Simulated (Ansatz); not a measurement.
## Co in W(100), 2x2: scattering by a point defect

How strong a scatterer is Co in W(100), 2x2, and does relaxation matter?

Calculated with Ansatz 0.2.0; Ansatz plane-wave DFT, PBE, PAW files, collinear spin; ballistic transport by layer matching (Landauer), zero bias; PAW set soft_1, in the first sound run; inputs show where later runs differ.

## Step 1: The structure

The cell holds 72 atoms: 71 W and 1 Co. Cell: a = 6.330 Å, b = 6.330 Å, c = 28.483 Å, α = 90.0°, β = 90.0°, γ = 90.0°. It derives from W. Regions: lead, 40 atoms (40 W); scattering region, 32 atoms (31 W and 1 Co). The structure is stacked along c, and the current runs across the ab planes.

## Step 2: Transmission at ideal sites

The defect sits in one plane of the supercell, all atoms on ideal sites; the layers about the cell's end are the lead. The mesh across the current, 8×8, is finer than the density's, because channels open and close sharply across the zone. Energies from -0.1 to 0.1 eV in steps of 0.05 eV are too few for the program's thermal sum, so it prints no conductance; for a metal the transmission near the Fermi level serves, at a fraction of the cost.

input.yaml reads:

```yaml
crystal:
  lattice:
    - [6.3296, 0.0, 0.0]
    - [0.0, 6.3296, 0.0]
    - [0.0, 0.0, 28.4832]
  atoms:
    - { symbol: W, position: [0.0, 0.0, 0.0277777778] }
    - { symbol: W, position: [0.0, 0.5, 0.0277777778] }
    - { symbol: W, position: [0.5, 0.0, 0.0277777778] }
    - { symbol: W, position: [0.5, 0.5, 0.0277777778] }
    - { symbol: W, position: [0.25, 0.25, 0.0833333333] }
    - { symbol: W, position: [0.25, 0.75, 0.0833333333] }
    - { symbol: W, position: [0.75, 0.25, 0.0833333333] }
    - { symbol: W, position: [0.75, 0.75, 0.0833333333] }
    - { symbol: W, position: [0.0, 0.0, 0.1388888889] }
    - { symbol: W, position: [0.0, 0.5, 0.1388888889] }
    - { symbol: W, position: [0.5, 0.0, 0.1388888889] }
    - { symbol: W, position: [0.5, 0.5, 0.1388888889] }
    - { symbol: W, position: [0.25, 0.25, 0.1944444444] }
    - { symbol: W, position: [0.25, 0.75, 0.1944444444] }
    - { symbol: W, position: [0.75, 0.25, 0.1944444444] }
    - { symbol: W, position: [0.75, 0.75, 0.1944444444] }
    - { symbol: W, position: [0.0, 0.0, 0.25] }
    - { symbol: W, position: [0.0, 0.5, 0.25] }
    - { symbol: W, position: [0.5, 0.0, 0.25] }
    - { symbol: W, position: [0.5, 0.5, 0.25] }
    - { symbol: W, position: [0.25, 0.25, 0.3055555556] }
    - { symbol: W, position: [0.25, 0.75, 0.3055555556] }
    - { symbol: W, position: [0.75, 0.25, 0.3055555556] }
    - { symbol: W, position: [0.75, 0.75, 0.3055555556] }
    - { symbol: W, position: [0.0, 0.0, 0.3611111111] }
    - { symbol: W, position: [0.0, 0.5, 0.3611111111] }
    - { symbol: W, position: [0.5, 0.0, 0.3611111111] }
    - { symbol: W, position: [0.5, 0.5, 0.3611111111] }
    - { symbol: W, position: [0.25, 0.25, 0.4166666667] }
    - { symbol: W, position: [0.25, 0.75, 0.4166666667] }
    - { symbol: W, position: [0.75, 0.25, 0.4166666667] }
    - { symbol: W, position: [0.75, 0.75, 0.4166666667] }
    - { symbol: W, position: [0.0, 0.0, 0.4722222222] }
    - { symbol: W, position: [0.0, 0.5, 0.4722222222] }
    - { symbol: W, position: [0.5, 0.0, 0.4722222222] }
    - { symbol: W, position: [0.5, 0.5, 0.4722222222] }
    - { symbol: Co, position: [0.25, 0.25, 0.5277777778], spin: 2.0 }
    - { symbol: W, position: [0.25, 0.75, 0.5277777778] }
    - { symbol: W, position: [0.75, 0.25, 0.5277777778] }
    - { symbol: W, position: [0.75, 0.75, 0.5277777778] }
    - { symbol: W, position: [0.0, 0.0, 0.5833333333] }
    - { symbol: W, position: [0.0, 0.5, 0.5833333333] }
    - { symbol: W, position: [0.5, 0.0, 0.5833333333] }
    - { symbol: W, position: [0.5, 0.5, 0.5833333333] }
    - { symbol: W, position: [0.25, 0.25, 0.6388888889] }
    - { symbol: W, position: [0.25, 0.75, 0.6388888889] }
    - { symbol: W, position: [0.75, 0.25, 0.6388888889] }
    - { symbol: W, position: [0.75, 0.75, 0.6388888889] }
    - { symbol: W, position: [0.0, 0.0, 0.6944444444] }
    - { symbol: W, position: [0.0, 0.5, 0.6944444444] }
    - { symbol: W, position: [0.5, 0.0, 0.6944444444] }
    - { symbol: W, position: [0.5, 0.5, 0.6944444444] }
    - { symbol: W, position: [0.25, 0.25, 0.75] }
    - { symbol: W, position: [0.25, 0.75, 0.75] }
    - { symbol: W, position: [0.75, 0.25, 0.75] }
    - { symbol: W, position: [0.75, 0.75, 0.75] }
    - { symbol: W, position: [0.0, 0.0, 0.8055555556] }
    - { symbol: W, position: [0.0, 0.5, 0.8055555556] }
    - { symbol: W, position: [0.5, 0.0, 0.8055555556] }
    - { symbol: W, position: [0.5, 0.5, 0.8055555556] }
    - { symbol: W, position: [0.25, 0.25, 0.8611111111] }
    - { symbol: W, position: [0.25, 0.75, 0.8611111111] }
    - { symbol: W, position: [0.75, 0.25, 0.8611111111] }
    - { symbol: W, position: [0.75, 0.75, 0.8611111111] }
    - { symbol: W, position: [0.0, 0.0, 0.9166666667] }
    - { symbol: W, position: [0.0, 0.5, 0.9166666667] }
    - { symbol: W, position: [0.5, 0.0, 0.9166666667] }
    - { symbol: W, position: [0.5, 0.5, 0.9166666667] }
    - { symbol: W, position: [0.25, 0.25, 0.9722222222] }
    - { symbol: W, position: [0.25, 0.75, 0.9722222222] }
    - { symbol: W, position: [0.75, 0.25, 0.9722222222] }
    - { symbol: W, position: [0.75, 0.75, 0.9722222222] }
magnetization:
  spin_polarized: true
kpoints:
  mp_grid: { grid: [4, 4, 1] }
hamiltonian:
  xc: pbe
  pseudopotentials: { kind: paw, azcp: { folder: soft_1 } }
scf:
  occupations: { method: fermi_dirac, width: 0.1 }
output:
  transmission: { leads: [[0, 4]], kmesh: [8, 8], e_range: [-0.1, 0.1], de: 0.05 }
  write_potential: true
  write_density: true
  volumetric_format: npy
  elf: true
```

The run is started by

```
$ ansatz run input.yaml --threads 4 --pin off --max-ram 15360MiB --backend cpu --events-out ev --progress --plain --runs-dir out
```

Numbers of over 12 decimals in the logs are rounded to 6 here.

The program printed:

```text
Engine: ansatz 0.2.0, aarch64-unknown-linux-gnu
Pseudopotentials: kind: paw
Pseudopotential: W, paw, valence charge 14, recommended cutoff 420 eV (normal), soft_1/W.paw.azcp
Pseudopotential: Co, paw, valence charge 17, recommended cutoff 420 eV (normal), soft_1/Co.paw.azcp
Functional definition: PBE
  parameter kappa = 0.804
  parameter beta = 0.066725
  exchange = pbe_x(kappa = kappa, mu = beta*pi^2/3)
  correlation = pbe_c(beta = beta)
Crystal: 72 atoms, lattice volume = 1141.146 Å³
Basis set: ecut = 420 eV, 22299 PW (Γ)
Bands: 608, of which v1, the nominal top of the filled ones, is band 506 counted from 1 (505 counted from 0)
Symmetry: 16 space group operations
Space group: P4/mmm (ITA 123), of the structure as read, at distance tolerance 1.0e-4 Å
Magnetic group: BNS 123.339 (UNI 999), of the structure as read, at distance tolerance 1.0e-4 Å
k-points: 6 of 16
Non-local potential: W, projectors of the file, l = 0: 3, l = 1: 2, l = 2: 2, l = 3: 1
Non-local potential: Co, projectors of the file, l = 0: 3, l = 1: 2, l = 2: 3, l = 3: 1
PAW form: soft (Blöchl's): semilocal exchange-correlation on the pseudo side does not see the compensation charge
PAW one-centre angular grid: W, 590 points (default); XC on 64 Gauss nodes
PAW one-centre angular grid: Co, 590 points (default); XC on 64 Gauss nodes
Initial density: superposition of atomic densities (chi_scale 0.1, normalization cell, long waves 48 % of neutral atoms (reshape's long-wave potential 1.48 eV rms, cloud 2.88 Å wide))
Starting moments: Σ|m| = 2 μB on 1 of 72 sites
Initial wavefunctions: pseudopotential atomic-orbital guess
Functional: x = pbe(κ = 0.804, μ = 0.219515), c = pbe(β = 0.066725)
SCF iter   1: F=—  HF=-742547.918600 eV  |F-HF|=—  |Δ(HF+E_count)|=         —  Δρ=5.82e-2 (↑3.46e-2 ↓5.82e-2)  dr2=1.34e3  dr2_m=4.14e0  M=0.435 μB ∫|m|=0.569 μB  β_m=0.30  ethr=3.10e-3  ⟨swp⟩=5.3  Hψ=23352  notcnv=0
Mixer restart at iter 1: flushing history
preconditioner: auto → Kerker (q_TF=auto, 2.674 Å⁻¹)  [metal: Δε(μ)=0.025 eV  Ē_g=5.296 eV  σ=0.100 eV  W_gap=0.06  n_scr=372 (ndim 8)  ℏωp=22.9 eV  f_vac=0.000  D(μ)=37.29/eV (n_scr^D=306)]
spin=Collinear: Kerker preconditioning applied to the charge; magnetization (m = ρ↑ − ρ↓) channel mixes plain (no charge-response kernel on spin).
SCF iter   2: F=—  HF=-742540.718494 eV  |F-HF|=—  |Δ(HF+E_count)|=    7.20e0  Δρ=2.90e-2 (↑2.66e-2 ↓2.90e-2)  dr2=6.53e2  dr2_m=1.06e0  M=0.730 μB ∫|m|=0.978 μB  β_m=0.45  ethr=3.10e-3  ⟨swp⟩=2.9  Hψ=16048  notcnv=0  defer=65
SCF iter   3: F=—  HF=-742529.650204 eV  |F-HF|=—  |Δ(HF+E_count)|=    1.11e1  Δρ=3.58e-2 (↑1.71e-2 ↓3.58e-2)  dr2=1.57e2  dr2_m=1.08e0  M=0.261 μB ∫|m|=0.410 μB  β_m=0.37  ethr=3.10e-3  ⟨swp⟩=3.2  Hψ=16438  notcnv=0  defer=75
SCF iter   4: F=—  HF=-742524.852041 eV  |F-HF|=—  |Δ(HF+E_count)|=    4.80e0  Δρ=8.03e-3 (↑8.01e-3 ↓8.03e-3)  dr2=5.86e0  dr2_m=1.33e-3  M=0.702 μB ∫|m|=0.899 μB  β_m=0.61  ethr=3.10e-3  ⟨swp⟩=3.0  Hψ=17657  notcnv=0  defer=52
SCF iter   5: F=—  HF=-742525.351958 eV  |F-HF|=—  |Δ(HF+E_count)|=   5.00e-1  Δρ=9.61e-3 (↑3.18e-3 ↓9.61e-3)  dr2=7.71e-1  dr2_m=3.88e-1  M=1.182 μB ∫|m|=1.377 μB  β_m=0.74  ethr=5.80e-4  ⟨swp⟩=2.7  Hψ=15066  notcnv=0  defer=48
SCF iter   6: F=—  HF=-742525.602205 eV  |F-HF|=—  |Δ(HF+E_count)|=   2.50e-1  Δρ=1.14e-2 (↑2.11e-3 ↓1.14e-2)  dr2=1.17e0  dr2_m=4.65e-1  M=1.654 μB ∫|m|=1.927 μB  β_m=0.30  ethr=7.63e-5  ⟨swp⟩=2.0  Hψ=11733  notcnv=0  defer=48
SCF iter   7: F=—  HF=-742525.674878 eV  |F-HF|=—  |Δ(HF+E_count)|=   7.27e-2  Δρ=3.23e-3 (↑3.23e-3 ↓2.80e-3)  dr2=1.22e-1  dr2_m=7.88e-2  M=1.761 μB ∫|m|=2.093 μB  β_m=0.67  ethr=7.63e-5  ⟨swp⟩=2.5  Hψ=15063  notcnv=0  defer=38
SCF iter   8: F=—  HF=-742525.660622 eV  |F-HF|=—  |Δ(HF+E_count)|=   1.43e-2  Δρ=4.60e-3 (↑1.33e-3 ↓4.60e-3)  dr2=2.41e-1  dr2_m=8.97e-2  M=2.110 μB ∫|m|=2.544 μB  β_m=0.63  ethr=1.20e-5  ⟨swp⟩=2.7  Hψ=15440  notcnv=0  defer=32
SCF iter   9: F=—  HF=-742525.663948 eV  |F-HF|=—  |Δ(HF+E_count)|=   3.33e-3  Δρ=1.23e-3 (↑1.66e-4 ↓1.23e-3)  dr2=3.38e-2  dr2_m=4.28e-3  M=2.052 μB ∫|m|=2.466 μB  β_m=0.77  ethr=1.20e-5  ⟨swp⟩=2.1  Hψ=14150  notcnv=0  defer=29
SCF iter  10: F=—  HF=-742525.665057 eV  |F-HF|=—  |Δ(HF+E_count)|=   1.11e-3  Δρ=1.90e-4 (↑1.34e-4 ↓1.90e-4)  dr2=2.62e-3  dr2_m=2.46e-5  M=2.038 μB ∫|m|=2.452 μB  β_m=0.72  ethr=3.34e-6  ⟨swp⟩=2.0  Hψ=13480  notcnv=0  defer=29
SCF iter  11: F=—  HF=-742525.665043 eV  |F-HF|=—  |Δ(HF+E_count)|=   1.38e-5  Δρ=1.06e-4 (↑7.58e-5 ↓1.06e-4)  dr2=6.25e-5  dr2_m=7.96e-5  M=2.034 μB ∫|m|=2.452 μB  β_m=0.79  ethr=2.59e-7  ⟨swp⟩=2.0  Hψ=13367  notcnv=0  defer=29
SCF iter  12: F=—  HF=-742525.665038 eV  |F-HF|=—  |Δ(HF+E_count)|=   4.74e-6  Δρ=5.81e-5 (↑2.32e-5 ↓5.81e-5)  dr2=4.15e-5  dr2_m=1.57e-5  M=2.034 μB ∫|m|=2.451 μB  β_m=0.74  ethr=6.18e-9  ⟨swp⟩=2.5  Hψ=13588  notcnv=0  defer=29
SCF iter  13: F=—  HF=-742525.665035 eV  |F-HF|=—  |Δ(HF+E_count)|=   2.66e-6  Δρ=1.69e-5 (↑1.23e-5 ↓1.69e-5)  dr2=6.44e-6  dr2_m=1.92e-6  M=2.034 μB ∫|m|=2.453 μB  β_m=0.60  ethr=4.10e-9  ⟨swp⟩=2.0  Hψ=10850  notcnv=0  defer=29
SCF iter  14: F=—  HF=-742525.665035 eV  |F-HF|=—  |Δ(HF+E_count)|=   6.34e-7  Δρ=3.13e-6 (↑2.29e-6 ↓3.13e-6)  dr2=5.97e-7  dr2_m=6.55e-9  M=2.034 μB ∫|m|=2.453 μB  β_m=0.80  ethr=6.37e-10  ⟨swp⟩=2.0  Hψ=9577  notcnv=0  defer=29
SCF iter  15: F=—  HF=-742525.665035 eV  |F-HF|=—  |Δ(HF+E_count)|=   5.67e-8  Δρ=1.79e-6 (↑9.98e-7 ↓1.79e-6)  dr2=8.87e-8  dr2_m=1.70e-8  M=2.034 μB ∫|m|=2.453 μB  β_m=0.90  ethr=5.91e-11  ⟨swp⟩=2.0  Hψ=13442  notcnv=0  defer=29
SCF iter  16: F=—  HF=-742525.665035 eV  |F-HF|=—  |Δ(HF+E_count)|=   5.01e-9  Δρ=6.56e-7 (↑6.56e-7 ↓2.72e-7)  dr2=1.44e-8  dr2_m=1.34e-9  M=2.034 μB ∫|m|=2.453 μB  β_m=0.80  ethr=8.77e-12  ⟨swp⟩=2.0  Hψ=12950  notcnv=0  defer=29
SCF iter  17: F=-742525.665035 eV  HF=-742525.665035 eV  |F-HF|=4.19e-8  |Δ(HF+E_count)|=  2.33e-10  Δρ=1.42e-6 (↑1.49e-7 ↓1.42e-6)  dr2=4.67e-8  dr2_m=4.34e-9  M=2.034 μB ∫|m|=2.453 μB  ethr=1.43e-12  ⟨swp⟩=5.2  Hψ=24232  notcnv=0
SCF 1 converged in 17 iterations: F = -742525.665035 eV  dr2 = 4.67e-8
  greatest PAW one-centre occupation: 1.001 electrons in one spin orbital (limit 2), on the Co atom at site 36 (counted from 0), in its partial waves of l = 1
transmission: 108 of 1080 steps passed
transmission: 216 of 1080 steps passed
[...]
transmission: 1080 of 1080 steps passed
SCF converged after 17 iterations
Magnetization: 2.0342 μB (506.5171 up, 504.4829 down)
Absolute magnetization: 2.4574 μB (∫|ρ↑−ρ↓|, with the PAW one-centre terms)
Spin contamination: 0.6664 ħ² per cell (⟨S²⟩ above its minimum at these occupations)
Per-site moments (μB) at R_I (Å): [(-0.00174502, 1.130579), (-0.00174502, 1.130579), (-0.00174502, 1.130579), (-0.00174502, 1.130579), (0.00242682, 1.130579), (0.00145259, 1.130579), (0.00145259, 1.130579), (0.000739633, 1.130579), (-0.00214788, 1.130579), (-0.00214788, 1.130579), (-0.00214788, 1.130579), (-0.00214788, 1.130579), (0.00271802, 1.130579), (0.00165126, 1.130579), (0.00165126, 1.130579), (0.00249324, 1.1 [...]
Free energy (F): -742525.665035 eV
Harris-Foulkes:  -742525.665035 eV  (|F-HF|=4.19e-8)
Internal energy: -742524.364704 eV  (E = F + TS)
E sigma→0 (E₀):  -742525.014869 eV
Entropy (-TS):   -1.300331 eV (-18.060 meV/atom)
Fermi energy:    22.268766 eV
--- Per-component energies (eV) ---
  E_band       = -6300.370971
  E_kinetic    = 30229.965296
  E_local      = -41797.095841  (includes V_loc(G=0)·N_el)
  E_nonlocal   = -1374.524478
  E_hartree    = 17639.445825
  E_xc         = -19100.785872
  E_vxc        = -16546.201053  (∫ρ·V_xc dr)
  E_paw        = -610598.962211  (= ΣΔE_a)
  E_vpaw       = -12091.429871  (= ΣTr[D̂ρ^β])
  E_aug_tail   = 0.010436  (compensation charges beyond the density's cutoff)
  E_ewald      = -117522.417858
  E_smearing   = -1.300331  (= −TS)
  E_closure    = 0.000000  (closes the sum)
  Σ components = -742525.665035   (vs F -742525.665035, Δ=0.00e0)
--- Band table (eV; the first three rows and the last of 12) ---
  k-point 0 ↑: bands = [... 502 lower, 22.1829, 22.2168, 22.2168, 22.2198, 22.2350, 22.2641, 22.2843, 22.2850, ... 98 higher]
  k-point 1 ↑: bands = [... 502 lower, 22.1590, 22.1596, 22.1681, 22.2206, 22.2230, 22.2503, 22.2818, 22.3020, ... 98 higher]
  k-point 2 ↑: bands = [... 502 lower, 22.1351, 22.2598, 22.2766, 22.3756, 22.3784, 22.4053, 22.4356, 22.4477, ... 98 higher]
  k-point 5 ↓: bands = [... 502 lower, 21.6027, 21.6047, 22.2835, 22.3414, 22.4243, 22.4243, 22.7548, 22.7891, ... 98 higher]
--- Transmission ---
  basis      : 349 plane waves across, 36 finite elements along
  points     : 15, standing for a mesh of 8 x 8
  energies   : 5 from -0.100000 to 0.100000 eV about the Fermi level, 0.050000 eV apart; the leads are filled to 0.000000 eV, and channels, transmission and decay are at 0.000000 eV
  crystal 0  : W4, at the sites [0, 4], period 1.5824 Å, over 26.90 Å; its Hamiltonian steps by up to 1.5 meV
    offset         : up to 0.0000 Å between an atom of the period and one for which it stands
    channels       : 5.281250e0 up, 5.281250e0 down
    conductance    : none, the energies end too early or step too widely for 300 K: set another output.transmission.e_range or a lower de, or, where they end at an eighth of basis.ecutwfc, a higher one
    slowest decay  : 0.0383 /Å at (0.5000, 0.5000)
  junction   : crystal 0 to crystal 0, 0.88 to 27.79 Å
    transmission   : 3.301257e0 up, 4.160397e0 down
    conductance    : none, the energies end too early or step too widely for 300 K: set another output.transmission.e_range or a lower de, or, where they end at an eighth of basis.ecutwfc, a higher one
```

Run time: 24 min. Hardware: 4 threads of Arm Neoverse V1, shared host; peak memory 9.1 GiB.

This step gave:

- free energy: -742525.6650 eV
- energy at zero smearing: -742525.0149 eV
- Fermi energy: 22.27 eV
- magnetization: 2.034 μB
- absolute magnetization: 2.457 μB
- cell area: 40.06 Å²
- transmission, spin up: 3.301
- transmission, spin down: 4.160
- open channels, spin up: 5.281
- open channels, spin down: 5.281
- step of the lead's potential: 1.5 meV

Per spin. Table of transmission, zone mean by energy, zero at the Fermi level:

```
energy (eV)  T up  T down
    -0.1000  3.24    3.94
    -0.0500  3.21    3.85
     0.0000  3.30    4.16
     0.0500  3.36    4.36
     0.1000  3.26    4.08
```

Per spin. Open channels, zone mean, lead up = lead down against energy, zero at the Fermi level:

```
energy (eV)  open channels, zone mean, lead up = lead down
    -0.1000                                           4.72
    -0.0500                                           4.66
     0.0000                                           5.28
     0.0500                                           5.66
     0.1000                                           5.53
```

Transmission over k1 and k2. At 0.0000 eV from the Fermi level, spin up.

Values, 8 rows by 8 columns:
```
 1.1  0.9  1.5  2.2  3.3  2.2  1.5  0.9
 1.1  1.5  0.9  3.4  4.9  3.4  0.9  1.5
 1.9  2.2  3.4  9.1 11.3  9.1  3.4  2.2
 2.5  3.3  4.9 11.3 11.8 11.3  4.9  3.3
 1.9  2.2  3.4  9.1 11.3  9.1  3.4  2.2
 1.1  1.5  0.9  3.4  4.9  3.4  0.9  1.5
 1.1  0.9  1.5  2.2  3.3  2.2  1.5  0.9
 0.0  1.1  1.1  1.9  2.5  1.9  1.1  1.1
```
Columns: k1 (b1) from -0.5 to 0.375; rows upwards: k2 (b2) from -0.5 to 0.375.

Open channels over k1 and k2. At 0.0000 eV from the Fermi level, spin up.

Values, 8 rows by 8 columns:
```
 2.0  1.0  3.0  4.0  5.0  4.0  3.0  1.0
 2.0  3.0  2.0  7.0  8.0  7.0  2.0  3.0
 4.0  4.0  7.0 13.0 14.0 13.0  7.0  4.0
 4.0  5.0  8.0 14.0 14.0 14.0  8.0  5.0
 4.0  4.0  7.0 13.0 14.0 13.0  7.0  4.0
 2.0  3.0  2.0  7.0  8.0  7.0  2.0  3.0
 2.0  1.0  3.0  4.0  5.0  4.0  3.0  1.0
 0.0  2.0  2.0  4.0  4.0  4.0  2.0  2.0
```
Columns: k1 (b1) from -0.5 to 0.375; rows upwards: k2 (b2) from -0.5 to 0.375.

Transmission over k1 and k2. At 0.0000 eV from the Fermi level, spin down.

Ten even steps from '0' (0.0) to '9' (12.5):
```
10222220
12134312
22389832
22499942
22389832
12134312
10222220
01122211
```
Columns: k1 (b1) from -0.5 to 0.375; rows upwards: k2 (b2) from -0.5 to 0.375.

Open channels over k1 and k2. At 0.0000 eV from the Fermi level, spin down.

Ten even steps from '_' (0.0) to '@' (14.0):
```
..__::::--::::__
..::..++++++..::
::::++@@@@@@++::
::--++@@@@@@++--
::::++@@@@@@++::
..::..++++++..::
..__::::--::::__
__....::::::....
```
Columns: k1 (b1) from -0.5 to 0.375; rows upwards: k2 (b2) from -0.5 to 0.375.

Spin density in the ca plane at fractional y = 0.250, with atoms of W and Co within 0.2 Å of it.

Values in e/Å³, 9 rows by 16 columns, each cell a mean:
```
0.0 0.0 0.0 0.0 0.0 0.0 0.0 0.0 0.0 0.0 0.0 0.0 0.0 0.0 0.0 0.0
0.0 0.0 0.0 0.0 0.0 0.0 0.0 0.0 0.0 0.0 0.0 0.0 0.0 0.0 0.0 0.0
0.0 0.0 0.0 0.0 0.0 0.0 0.0 0.0 0.0 0.0 0.0 0.0 0.0 0.0 0.0 0.0
0.0 0.0 0.0 0.0 0.0 0.0 0.0 0.0 0.0 0.0 0.0 0.0 0.0 0.0 0.0 0.0
0.0 0.0 0.0 0.0 0.0 0.0 0.0 0.0 0.0 0.0 0.0 0.0 0.0 0.0 0.0 0.0
0.0 0.0 0.0 0.0 0.0 0.0 0.0 0.0 0.1 0.1 0.0 0.0 0.0 0.0 0.0 0.0
0.0 0.0 0.0 0.0 0.0 0.0 0.0 0.0 1.3 1.2 0.0 0.0 0.0 0.0 0.0 0.0
0.0 0.0 0.0 0.0 0.0 0.0 0.0 0.0 0.3 0.3 0.0 0.0 0.0 0.0 0.0 0.0
0.0 0.0 0.0 0.0 0.0 0.0 0.0 0.0 0.0 0.0 0.0 0.0 0.0 0.0 0.0 0.0
```
Columns run along c (16.0 Å, from fractional 0.22 to 0.78 of the cell), rows up along a (6.3 Å). Atoms in or near the plane, at fractional coordinates: W at (0.31, 0.25), W at (0.31, 0.75), W at (0.42, 0.25), W at (0.42, 0.75), Co at (0.53, 0.25), W at (0.53, 0.75), W at (0.64, 0.25), W at (0.64, 0.75), W at (0.75, 0.25), W at (0.75, 0.75).

Electrostatic potential energy in the ca plane at fractional y = 0.250, with atoms of W and Co within 0.2 Å of it. With pseudopotentials it is smooth inside the atoms' cores, unlike the true potential.

Values in eV, 9 rows by 16 columns, each cell a mean:
```
 21  22  13  20  22  14  18  23  16  16  23  18  14  22  20  13
 10  13 -20   3  18 -17  -5  21 -12 -11  21  -5 -17  18   2 -20
  7  11 -22  -1  17 -20  -8  20 -15 -15  20  -9 -20  17  -1 -22
 20  21   5  17  22   7  14  23  10  11  23  14   8  22  17   5
 23  23  21  22  23  21  22  23  23  23  23  22  21  23  22  21
 17  19  -6  12  21  -3   7  23   9   9  23   7  -2  21  12  -5
  5  10 -23  -3  16 -21 -10  22 -13 -13  22 -11 -21  16  -3 -23
 14  16 -13   8  20 -10   2  23   2   2  23   1 -10  20   8 -13
 22  22  19  22  23  19  21  23  23  23  23  21  19  23  22  19
```
Columns run along c (16.0 Å, from fractional 0.22 to 0.78 of the cell; values clipped at the 3rd and 97th percentile), rows up along a (6.3 Å). Atoms in or near the plane, at fractional coordinates: W at (0.31, 0.25), W at (0.31, 0.75), W at (0.42, 0.25), W at (0.42, 0.75), Co at (0.53, 0.25), W at (0.53, 0.75), W at (0.64, 0.25), W at (0.64, 0.75), W at (0.75, 0.25), W at (0.75, 0.75).

[end of part 1 of 3]

[Logs are printed without paths, hosts, clocks, repeated set-up lines and the standing remarks that a program may print on its own settings, such as how far it seeks lower states.]

[Hosts, paths, dates, database ids (printed as entryN), source tags and the programs' standing remarks are cut or masked in the printed files.]
